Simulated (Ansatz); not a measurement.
Structure: a 9-atom cell of CdI2 (P-3m1) from a materials database, at its r2SCAN+rVV10 minimum. The symmetry is P-3m1 (No. 164, trigonal); conventional cell a = 4.247 Å, c = 20.692 Å, 35.91 Å³ an atom. Around Cd lie 6 I at 2.99 Å; around I lie 3 Cd at 2.99 Å.

```xyz
9
Lattice="4.2468 0.0000 0.0000 -2.1234 3.6779 0.0000 0.0000 0.0000 20.6924" Properties=species:S:1:pos:R:3 pbc="T T T"
Cd    2.1234    1.2260    6.8940
Cd    0.0000    2.4519   13.7984
Cd    0.0000    0.0000    0.0000
I     0.0000    2.4519    1.7194
I     0.0000    2.4519    8.6132
I     2.1234    1.2260   18.9729
I     2.1234    1.2260   12.0792
I     0.0000    0.0000    5.1743
I     0.0000    0.0000   15.5181
```

The questions ask for values computed with Ansatz on this geometry. Non-magnetic throughout; all numbers are computed.

(1) Is there a gap with LDA, and of what kind?

(2) How does the gap change from LDA to PBE+SOC (12×12×2)?

(3) What does DDH-PBE0 give for the gap (6×6×2 mesh)?

(4) Estimate the gap with r2SCAN0 on 6×6×2.

(5) Order these levels by the gap that they give, smallest first.
A. HSE06
B. PBE0
C. LDA
D. r2SCAN
E. DDH-PBE0
F. r2SCAN0

(6) How strongly does the crystal screen a field with clamped ions (PBE)?

(7) What do these levels agree on?

## Answers

(1) LDA gives an indirect gap of 2.01 eV, from k = (-1/8, 0, 0.203) to M; the least direct gap is 2.16 eV at M.

(2) The PBE+SOC gap is indirect, 1.90 eV (A to M), below the direct gap of 2.10 eV at M. The gap differs by -0.11 eV from LDA's.

(3) The DDH-PBE0 gap is indirect, 3.42 eV (k = (-1/8, 0, 0.203) to M), below the direct gap of 3.59 eV at M. The share of exact exchange is 0.190. The gap differs by +1.41 eV from LDA's.

(4) r2SCAN0 gives an indirect gap of 4.10 eV, from k = (-1/8, 0, 0.203) to M; the least direct gap is 4.27 eV at M. The gap differs by +2.09 eV from LDA's.

(5) C (2.01 eV), D (2.64 eV), A (3.14 eV), E (3.42 eV), B (3.83 eV), F (4.10 eV).

(6) ε∞: 5.6 along x and y, 4.6 along z. Born charges, averaged over directions: Cd +2.52, I -1.27 e. The program warns that the response isn't settled on this k mesh.

(7) Among these functionals the gap stays indirect.

Only the levels marked +SOC include spin-orbit coupling.

Where an edge lies off the special points, it is a point of the mesh or the k point where a search put PBE's edge or least direct gap, reused for the other functionals, whose own edges may lie a little apart.

Coordinates of k points refer to the reciprocal vectors of the primitive cell of the runs.

The meshes of the hybrids are coarse, so their gaps aren't converged to the digits shown.

PBE's own run along the path (2.21 eV) came before the search for the edges and missed one, so it isn't listed.
